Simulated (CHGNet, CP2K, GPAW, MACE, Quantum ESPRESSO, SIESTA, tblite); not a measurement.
## LaSb (Fm-3m) (64 atoms): runs against a plane-wave reference

The cell holds 64 atoms: 32 La and 32 Sb. Cell: a = 12.980 Å, b = 12.980 Å, c = 12.980 Å, α = 90.0°, β = 90.0°, γ = 90.0°. It derives from LaSb (Fm-3m), repeated 2×2×2. LaSb, space group Fm-3m, structure from the Crystallography Open Database, 2 x 2 x 2 conventional cells; every coordinate displaced by a Gaussian of 0.06 Å. Then every atom was moved at random, 0.05 Å r.m.s. a Cartesian component.

Geometry: as built.

The reference, a calculation:

- method: Kohn-Sham DFT, PBE, SSSP efficiency 1.3.0 pseudopotentials, plane waves (Quantum ESPRESSO 7.5); sssp-pbe-1.3.0-efficiency, cutoffs 60/480 Ry, Γ point
- r.m.s. force component: 0.445 eV/Å
- longest force: 1.721 eV/Å
- pressure: 2.258 GPa
- time: 27 min on 4 MPI ranks of Arm Neoverse V1, shared host
- CPU time: 1.8 h

Q: Estimate the differences from the reference, the CPU time and the memory of each run.
- CP2K PBE, DZVP-MOLOPT-SR, 600/20 Ry, diagonalisation (CP2K 2026.2; 2 threads)
- SIESTA PBE, DZP, shift 0.01 Ry, mesh 300 Ry (SIESTA 5.4.2; 2 MPI ranks)
- CP2K PBE, DZVP-MOLOPT (SR for La, Sb), 600/60 Ry, diagonalisation (CP2K 2026.2; 4 MPI ranks)
- CHGNet 0.3.0 potential (CHGNet 0.3.0; 1 thread)
- CP2K PBE, TZVP-MOLOPT (SR for La, Sb), 600/60 Ry, diagonalisation (CP2K 2026.2; 4 MPI ranks)
- GPAW PBE, plane waves 550 eV (GPAW 26.7.0; 2 MPI ranks)
- CP2K PBE+D3, DZVP-MOLOPT-SR, 600/60 Ry, diagonalisation (CP2K 2026.2; 2 threads)
- CHGNet r2SCAN potential (CHGNet r2SCAN; 1 thread)
- tblite GFN1-xTB (tblite 0.8.0; 1 thread)
- CP2K PBEsol, PBE potentials, DZVP-MOLOPT-SR, 600/60 Ry, diagonalisation (CP2K 2026.2; 2 threads)

Differences are against the plane-wave reference, forces as r.m.s. over components; share is that over the reference's r.m.s. force, slope the least-squares factor from reference forces to these. Total energies of different programs have different zeros and aren't compared.

```csv
run,"Δ force, r.m.s. (meV/Å)",share (%),slope,Δ pressure (GPa),cores,CPU time,memory (GiB)
reference,-,-,-,-,4,1.8 h,15
"CP2K PBE, DZVP-MOLOPT-SR, 600/20 Ry, diagonalisation (coarse)",46.2,10.4,0.997,0.451,2,8.8 min,6.1
"SIESTA PBE, DZP, shift 0.01 Ry, mesh 300 Ry",46.5,10.5,1.006,0.447,2,8.4 min,2.1
"CP2K PBE, DZVP-MOLOPT (SR for La, Sb), 600/60 Ry, diagonalisation",23.3,5.25,1.019,0.440,4,13 min,9.7
CHGNet 0.3.0 potential,226,50.8,0.508,-1.12,1,5.2 s,0.47
"CP2K PBE, TZVP-MOLOPT (SR for La, Sb), 600/60 Ry, diagonalisation",22.5,5.06,1.016,0.464,4,16 min,11
"GPAW PBE, plane waves 550 eV",3.53,0.793,0.993,-0.141,2,38 min,2.9
"CP2K PBE+D3, DZVP-MOLOPT-SR, 600/60 Ry, diagonalisation",27.0,6.07,1.010,-0.810,2,13 min,6.1
CHGNet r2SCAN potential,271,61.0,0.408,-0.172,1,4.2 s,0.49
tblite GFN1-xTB,438,98.4,0.061,-17.7,1,9.5 s,0.13
"CP2K PBEsol, PBE potentials, DZVP-MOLOPT-SR, 600/60 Ry, diagonalisation",31.6,7.10,0.994,-1.20,2,13 min,6.1
```

Rows marked coarse were listed beforehand as settings not expected to be converged; some can still land near the reference.

Times of the machine-learned potentials are mostly Python's start and the loading of weights.

CPU time is summed over cores on a shared host, where runs went side by side, so it is rough. Symmetry, cutoffs, thresholds, outputs and thread counts weren't matched or tuned between programs; memory under MPI is the largest rank's times the ranks.

PBE on plane waves or a grid with other potentials, cutoffs or grids, coarse settings apart, differs from the reference by 0.79 % (GPAW PBE, plane waves 550 eV) of the r.m.s. force; this holds the reference's own error, so differences of a few per cent don't tell which side is nearer the exact PBE result. The PBE runs in local orbitals, coarse settings apart, differ by 5.1 % (CP2K PBE, TZVP-MOLOPT (SR for La, Sb), 600/60 Ry, diagonalisation) to 10 % (SIESTA PBE, DZP, shift 0.01 Ry, mesh 300 Ry); basis, grid and potentials can all enter. Tight binding differs by 98 % (tblite GFN1-xTB); it is another model, with fitted parameters of its own, and the xTB methods hold dispersion. Machine-learned potentials differ by 51 % (CHGNet 0.3.0 potential) to 61 % (CHGNet r2SCAN potential); they were trained on other programs' data, some at another functional. The reference samples few k-points for this cell, and its sampling error, which other DFT runs on the same mesh share, can be part of so large a difference. Among those trained on PBE data the slope goes as low as 0.51. Periodic xTB results under one method name differ between programs and library versions. Machine-learned potentials mimic data converged in k, so the reference's own k-point error enters their differences. The electronic-structure runs sample only Γ, in a cell whose shortest periodic width is 13 Å.

[Logs are printed without paths, hosts, clocks, repeated set-up lines and the standing remarks that a program may print on its own settings, such as how far it seeks lower states.]

[Hosts, paths, dates, database ids (printed as entryN), source tags and the programs' standing remarks are cut or masked in the printed files.]
